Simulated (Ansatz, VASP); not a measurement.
Two plane-wave programs on Pb3O

```
Pb O
1.0
     0.00000    3.66618    3.66618
     3.66618    0.00000    3.66618
     3.66618    3.66618    0.00000
Pb O
3 1
Cartesian
  3.6662 3.6662 3.6662
  1.8331 1.8331 1.8331
  5.4993 5.4993 5.4993
  0.0000 0.0000 0.0000
```

Alike in both runs: functional PBE; k mesh 12 × 12 × 12; occupations gaussian, width 0.1 eV; no spin polarisation.

Ansatz relaxed the structure, and its values are those at the end. VASP's run is a single point on that final structure, the one shown.

|  | VASP | Ansatz |
| --- | --- | --- |
| version | VASP 6.6.1 | Ansatz 0.2.0 |
| potentials or method | VASP PAW PBE potentials, release 64 (Pb_d, O) | scalar-relativistic, plane waves, PAW |
| plane-wave cutoff (eV) | 520 | 420 |
| valence electrons in the cell | 48 | 48 |

|  | VASP | Ansatz | Ansatz less VASP |
| --- | --- | --- | --- |
| gap on the k mesh at the Fermi level (eV) | none | none | - |
| pressure (GPa) | -0.1 | 0.0 | +0.07 |

A gap of «none» marks a metal or a gap that the smearing closes.

The runs have no spin-orbit coupling, so splittings on Pb are missing.
